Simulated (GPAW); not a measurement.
# WC (Fm-3m) in GPAW: notebook

Aim: see how the results for WC move with the level of theory and the settings. Levels: PBE, PBE+U. Tasks: single point.

Program: GPAW 26.7.0. These are calculated values, not measurements. Logs are shortened: lines on timing, memory, paths and dates and some standing lists are left out, and cuts for length are marked. The log counts tension as positive stress, the text compression.

## Step 1: Starting point

The structure is cubic, space group Fm-3m (No. 225). Conventional cell: a = 4.385 Å, b = 4.385 Å, c = 4.385 Å, α = 90.00°, β = 90.00°, γ = 90.00°. Around W (site symmetry m-3m) lie 6 C at 2.19 Å. C (site symmetry m-3m) has 6 W at 2.19 Å as nearest neighbours.

Measurements of this composition are mostly on another form, of space group No. 187.

## Step 2: Single point, PBE

Input file run.py:

```python
from ase.dft.bandgap import bandgap
from ase.io import read, write
from ase.units import GPa
from gpaw import GPAW, PW

atoms = read('WC.xyz')

calc = GPAW(mode=PW(550),
            xc='PBE',
            kpts={'size': (8, 8, 8), 'gamma': True},
            occupations={'name': 'fermi-dirac', 'width': 0.05},
            nbands=19,
            maxiter=120,
            txt='gpaw.txt')
atoms.calc = calc
energy = atoms.get_potential_energy()
forces = atoms.get_forces()
stress = atoms.get_stress()
calc.write('gs.gpw')
write('result.traj', atoms)
print(f'Energy: {energy:.6f} eV')
print('Forces (eV/A):')
print(forces.round(4))
print('Stress (GPa):', (stress / GPa).round(3))
print('Fermi level:', round(calc.get_fermi_level(), 4), 'eV')
print(f'Gap: {bandgap(calc)[0]:.4f} eV, direct: {bandgap(calc, direct=True)[0]:.4f} eV')
```

Input file WC.xyz:

```xyz
2
Lattice="0.0000000000 2.1926840000 2.1926840000 2.1926840000 0.0000000000 2.1926840000 2.1926840000 2.1926840000 0.0000000000" Properties=species:S:1:pos:R:3 pbc="T T T"
W      0.0000000000      0.0000000000      0.0000000000
C      2.1926840000      2.1926840000      2.1926840000
```

Potentials or basis: GPAW PAW data sets (gpaw-data 1.2.1), pw.

Launch:

```
$ OMP_NUM_THREADS=1 python run.py
```

gpaw.txt:

```text
__  _  _
 | _ |_)|_||  |
 |__||  | ||/\| - 26.7.0

Input parameters:
  mode=PW(ecut=550.0),
  kpts=MonkhorstPack(size=(8, 8, 8), gamma=True),
  maxiter=120,
  nbands=19,
  occupations=Occupations(name='fermi-dirac', width=0.05),
  xc=XC(name='PBE')

Diagonalizing LCAO Hamiltonian
Converting LCAO to pw mode

              C

       W

Atoms  # Å, Bohr magnetons
|   | symbol |        x |        y |        z |    initial magnetic moments |
|---|--------|----------|----------|----------|-----------------------------|
| 0 |      W | 0.000000 | 0.000000 | 0.000000 | ( 0.0000,  0.0000,  0.0000) |
| 1 |      C | 2.192684 | 2.192684 | 2.192684 | ( 0.0000,  0.0000,  0.0000) |

Unit cell  # Å
| periodic |        x |        y |        z |  lengths |    angles |
|----------|----------|----------|----------|----------|-----------|
|      yes | 0.000000 | 2.192684 | 2.192684 | 3.100923 | 60.000000 |
|      yes | 2.192684 | 0.000000 | 2.192684 | 3.100923 | 60.000000 |
|      yes | 2.192684 | 2.192684 | 0.000000 | 3.100923 | 60.000000 |

Number of symmetries: 48
Symmetry operations  # r_c * U_cc + t_c -> r_c
|    | kind |            matrix            |
|----|------|------------------------------|
|  0 |  σ   |  1, 0, 0,  1, 0,-1,  1,-1, 0 |
|  1 |  C2  |  1, 0, 0,  1,-1, 0,  1, 0,-1 |
|  2 |  E   |  1, 0, 0,  0, 1, 0,  0, 0, 1 |
|  3 |  σ   |  1, 0, 0,  0, 0, 1,  0, 1, 0 |
|  4 |  C4  |  1, 0,-1,  1, 0, 0,  1,-1, 0 |
|  5 |  S6  |  1, 0,-1,  1,-1, 0,  1, 0, 0 |
|  6 |  σ   |  1, 0,-1,  0, 1,-1,  0, 0,-1 |
|  7 |  C3  |  1, 0,-1,  0, 0,-1,  0, 1,-1 |
|  8 |  S6  |  1,-1, 0,  1, 0, 0,  1, 0,-1 |
|  9 |  C4  |  1,-1, 0,  1, 0,-1,  1, 0, 0 |
| 10 |  C3  |  1,-1, 0,  0,-1, 1,  0,-1, 0 |
| 11 |  σ   |  1,-1, 0,  0,-1, 0,  0,-1, 1 |
| 12 |  σ   |  0, 1, 0,  1, 0, 0,  0, 0, 1 |
| 13 |  C4  |  0, 1, 0,  0, 1,-1, -1, 1, 0 |
| 14 |  C3  |  0, 1, 0,  0, 0, 1,  1, 0, 0 |
| 15 |  S6  |  0, 1, 0, -1, 1, 0,  0, 1,-1 |
| 16 |  C2  |  0, 1,-1,  1, 0,-1,  0, 0,-1 |
| 17 |  σ   |  0, 1,-1,  0, 1, 0, -1, 1, 0 |
| 18 |  S4  |  0, 1,-1,  0, 0,-1,  1, 0,-1 |
| 19 |  C4  |  0, 1,-1, -1, 1, 0,  0, 1, 0 |
| 20 |  C3  |  0, 0, 1,  1, 0, 0,  0, 1, 0 |
| 21 |  σ   |  0, 0, 1,  0, 1, 0,  1, 0, 0 |
| 22 |  S6  |  0, 0, 1,  0,-1, 1, -1, 0, 1 |
| 23 |  C4  |  0, 0, 1, -1, 0, 1,  0,-1, 1 |
| 24 |  S4  |  0, 0,-1,  1, 0,-1,  0, 1,-1 |
| 25 |  C3  |  0, 0,-1,  0, 1,-1,  1, 0,-1 |
| 26 |  C2  |  0, 0,-1,  0,-1, 0, -1, 0, 0 |
| 27 |  S6  |  0, 0,-1, -1, 0, 0,  0,-1, 0 |
| 28 |  S4  |  0,-1, 1,  1,-1, 0,  0,-1, 0 |
| 29 |  C4  |  0,-1, 1,  0, 0, 1, -1, 0, 1 |
| 30 |  C2  |  0,-1, 1,  0,-1, 0,  1,-1, 0 |
| 31 |  σ   |  0,-1, 1, -1, 0, 1,  0, 0, 1 |
| 32 |  C3  |  0,-1, 0,  1,-1, 0,  0,-1, 1 |
| 33 |  S6  |  0,-1, 0,  0, 0,-1, -1, 0, 0 |
| 34 |  S4  |  0,-1, 0,  0,-1, 1,  1,-1, 0 |
| 35 |  C2  |  0,-1, 0, -1, 0, 0,  0, 0,-1 |
| 36 |  C2  | -1, 1, 0,  0, 1, 0,  0, 1,-1 |
| 37 |  S6  | -1, 1, 0,  0, 1,-1,  0, 1, 0 |
| 38 |  S4  | -1, 1, 0, -1, 0, 1, -1, 0, 0 |
| 39 |  C3  | -1, 1, 0, -1, 0, 0, -1, 0, 1 |
| 40 |  S6  | -1, 0, 1,  0, 0, 1,  0,-1, 1 |
| 41 |  C2  | -1, 0, 1,  0,-1, 1,  0, 0, 1 |
| 42 |  C3  | -1, 0, 1, -1, 1, 0, -1, 0, 0 |
| 43 |  S4  | -1, 0, 1, -1, 0, 0, -1, 1, 0 |
| 44 |  C2  | -1, 0, 0,  0, 0,-1,  0,-1, 0 |
| 45 |  i   | -1, 0, 0,  0,-1, 0,  0, 0,-1 |
| 46 |  σ   | -1, 0, 0, -1, 1, 0, -1, 0, 1 |
| 47 |  C2  | -1, 0, 0, -1, 0, 1, -1, 1, 0 |

BZ-sampling:
  Number of BZ points: 512
  Number of IBZ points: 29

  Monkhorst-Pack size: [8, 8, 8]
  Monkhorst-Pack shift: [0.0625, 0.0625, 0.0625]

K-points  # in reciprocal-cell coordinates
|     |                                coordinates |     weight |
|-----|--------------------------------------------|------------|
|   0 | (  0.00000000,   0.00000000,   0.00000000) | 0.00195312 |
|   1 | (  0.12500000,   0.12500000,   0.00000000) | 0.01171875 |
|   2 | (  0.12500000,   0.12500000,   0.12500000) | 0.01562500 |
|   3 | (  0.25000000,   0.12500000,   0.12500000) | 0.02343750 |
|   4 | (  0.25000000,   0.25000000,   0.00000000) | 0.01171875 |
|   5 | (  0.25000000,   0.25000000,   0.12500000) | 0.04687500 |
|   6 | (  0.25000000,   0.25000000,   0.25000000) | 0.01562500 |
|   7 | (  0.37500000,   0.25000000,  -0.37500000) | 0.04687500 |
|   8 | (  0.37500000,   0.25000000,   0.12500000) | 0.04687500 |
|   9 | (  0.37500000,   0.25000000,   0.25000000) | 0.04687500 |
| ... |                                            |            |
|  28 | (  0.50000000,   0.50000000,   0.50000000) | 0.00781250 |

Plane wave coefficients: 636
Cutoff: 550.0 eV

Spin-components: 1 (collinear spins)
Bands:           19
Projectors:      11
Spin-degeneracy: 2
Datatype:        complex128

Parallelization:
  kpt:    1
  domain: 1
  band:   1

Density:
  Valence electrons: 18.0
  Components: 1
  Grid points: [18 18 18]
  Charge: 0.0  # |e|

Potential:
  Grid points: [18 18 18]

species:
  W:
    name:    Tungsten
    Z:       74.0
    valence: 14
    core:    60
    charge:  0.0  # [|e|]
    compensation charges:
      type: gauss
      rc: 0.40  # [Å]
      lmax: 2
    cutoffs:
      filter: 2.36  # [Å]
      core: 3.02  # [Å]
    projectors
    | kind |    occ | energy [eV] | rcut [Å] |
    |------|--------|-------------|----------|
    |   5s |  2.000 |     -78.830 |    1.344 |
    |   6s |  2.000 |      -5.697 |    1.344 |
    |   5p |  6.000 |     -43.233 |    1.355 |
    |   6p |  0.000 |      -1.367 |    1.355 |
    |   5d |  4.000 |      -4.494 |    1.228 |
    |    d |        |      22.717 |    1.228 |

    Using partial waves for W as LCAO basis

  C:
    name:    Carbon
    Z:       6.0
    valence: 4
    core:    2
    charge:  0.0  # [|e|]
    compensation charges:
      type: gauss
      rc: 0.20  # [Å]
      lmax: 2
    cutoffs:
      filter: 1.14  # [Å]
      core: 1.14  # [Å]
    projectors
    | kind |    occ | energy [eV] | rcut [Å] |
    |------|--------|-------------|----------|
    |   2s |  2.000 |     -13.751 |    0.635 |
    |   2p |  2.000 |      -5.284 |    0.635 |
    |    s |        |      13.461 |    0.635 |
    |    p |        |      21.927 |    0.635 |
    |    d |        |       0.000 |    0.635 |

    Using partial waves for C as LCAO basis

Reference energy: -439799.299771  # eV

eigensolver:
  PPCG
  Converge bands: occupied
  niter=2

density mixing:
  MSR1-Mixer
  Pratt-step length: 0.05
  Maximum mixing coefficient: 0.75
  Old densities: 10
  SVD Regularization: 0.005
  Good broyden scale: 1.0
  Trust region scale: 1.0
  Backstep threshold: 4.0
  History deletion threshold: 6.0
  Fourier metric: weight=20.0, sigma=0.015

occupation numbers:
  Fermi-Dirac:
    width: 0.0500  # eV

poisson solver:
  ecut: 4400.0  # eV

xc functional:
  name: PBE with 2 nearest neighbor stencil

convergence criteria:
- Maximum [total energy] change in last 3 cyles: 0.0005 eV / valence electron
- Maximum integral of absolute [dens]ity change: 0.0001 electrons / valence electron
- Maximum integral of absolute [eigenst]ate change: 4e-08 eV^2 / valence electron
maximum number of iterations: 120

SCF iterations
|iter     | |      energy | eigst |  dens |
|---------|-|-------------|-------|-------|
|iter:   1| |  -22.059254 | +0.05 |       |
|iter:   2| |  -21.476225 | -2.64 | -0.89 |
|iter:   3| |  -20.186690 | -1.67 | -0.96 |
|iter:   4| |  -20.196245 | -3.74 | -1.74 |
|iter:   5| |  -20.204660 | -3.96 | -1.95 |
|iter:   6| |  -20.204613c| -5.90 | -3.09 |
|iter:   7| |  -20.204614c| -7.46c| -3.87 |
|iter:   8| |  -20.204614c| -8.00c| -4.26c|

Converged in 8 steps
Energy contributions relative to reference atoms: (reference = -439799.299771)

Energy contributions:
  Kinetic:          11.653553
  Coulomb:         -12.868082
  Zero:              0.037237
  External:          0.000000
  Xc:              -19.020557
  Entropy:          -0.013531
  Spinorbit:         0.000000
  ----------------------------
  Free energy:     -20.211380
  Extrapolated:    -20.204614

dipole moment: (-16.314797, -16.314797, -16.314797)  # |e|*Ang

Fermi level: 15.537
Eigenvalues  # (at kpt = [0.000, 0.000, 0.000])
| band index |      eig [eV] | occ [0-2] |
|------------|---------------|-----------|
|          0 |       -59.811 |     2.000 |
|        ... |               |           |
|          5 |        12.671 |     2.000 |
|          6 |        12.671 |     2.000 |
|          7 |        12.671 |     2.000 |
|          8 |        14.356 |     2.000 |
|          9 |        14.356 |     2.000 |
|         10 |        14.356 |     2.000 |
|         11 |        14.467 |     2.000 |
|         12 |        14.467 |     2.000 |
|         13 |        21.882 |     0.000 |
|         14 |        25.196 |     0.000 |
|         15 |        38.496 |     0.000 |
|         16 |        38.496 |     0.000 |
|         17 |        38.496 |     0.000 |
|         18 |        41.344 |     0.000 |

No gap
No difference between direct/indirect transitions

Forces  # eV/Ang
|       x |       y |        z |
|---------|---------|----------|
| 0.00000 | 0.00000 | -0.00000 |  # W    0
| 0.00000 | 0.00000 |  0.00000 |  # C    1

Stress tensor  # eV/Ang^3
|         x |         y |         z |
|-----------|-----------|-----------|
|  0.007530 | -0.000000 |  0.000000 |
| -0.000000 |  0.007530 | -0.000000 |
|  0.000000 | -0.000000 |  0.007530 |

# Writing to gs.gpw (mode='')
```

It took 8 s on 1 thread of Arm Neoverse V2, shared host; peak memory 0.14 GiB.

These settings aren't checked as converged: the numbers below hold their error.

Results:

```
Free energy            : -20.2114 eV
Pressure               : -1.2 GPa
Band gap on the k mesh : none (metal or under the smearing width)
```

Caveat: the cutoff is short for stress and forces, so pressures can be off by a GPa or more.

(Part 1 of 2 ends here.)
